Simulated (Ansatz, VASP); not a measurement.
GaAs: VASP beside Ansatz

The input INCAR:

```
SYSTEM = GaAs
PREC = Accurate ; ENCUT = 520
EDIFF = 1E-8 ; ISMEAR = -1
SIGMA = 0.08 ; LREAL = .FALSE.
LASPH = .TRUE. ; NELM = 100
ALGO = Normal ; ISIF = 2
LWAVE = .FALSE. ; LCHARG = .FALSE.
GGA = PE ; LEFG = .TRUE.
NBANDS = 16
```

KPOINTS

```
Automatic mesh
0
G
  10 10 10
  0 0 0
```

Contents of POSCAR:

```
GaAs
1.0
    0.0000000000      2.7696338872      2.7696338872
    2.7696338872      0.0000000000      2.7696338872
    2.7696338872      2.7696338872      0.0000000000
Ga As
1 1
Direct
    0.0000000000      0.0000000000      0.0000000000
    0.7500000000      0.7500000000      0.7500000000
```

Input for Ansatz:

```yaml
crystal:
  lattice:
    - [0.0, 2.7696338872, 2.7696338872]
    - [2.7696338872, 0.0, 2.7696338872]
    - [2.7696338872, 2.7696338872, 0.0]
  atoms:
    - { symbol: Ga, position: [0.0, 0.0, 0.0] }
    - { symbol: As, position: [0.75, 0.75, 0.75] }
kpoints:
  mp_grid: { grid: [10, 10, 10] }
scf:
  occupations: { method: fermi_dirac, width: 0.08 }
hamiltonian:
  xc: pbe
  pseudopotentials: { kind: paw }
output:
  forces: true
  stress: true
  eigenvalues: true
  efg: { contact_densities: true }
```

Change from the starting cell: volume scaled by 0.9405, PAW files.

Alike in both runs: task electric field gradients; functional PBE; k mesh 10 × 10 × 10; occupations fermi-dirac, width 0.08 eV; no spin polarisation.

|  | VASP | Ansatz |
| --- | --- | --- |
| version | VASP 6.6.1 | Ansatz 0.2.0 |
| potentials or method | VASP PAW PBE potentials, release 64 (Ga_d, As) | PAW with Ansatz's default frozen-core files, scalar-relativistic |
| plane-wave cutoff (eV) | 520 | 420 |
| valence electrons in the cell | 18 | 28 |

Ansatz gave:

| Item | Value |
| --- | --- |
| pressure (GPa) | 8.6 |
| Vzz of the field gradient on the site that differs most (V/Å²) | 0.0 |

Question: Estimate VASP's values.

Answer: Pressure (GPa): 8.9; Vzz of the field gradient on the site that differs most (V/Å²): 0.0.

The two sets of potentials don't hold the same shells in valence.

A k mesh can miss the band edges.
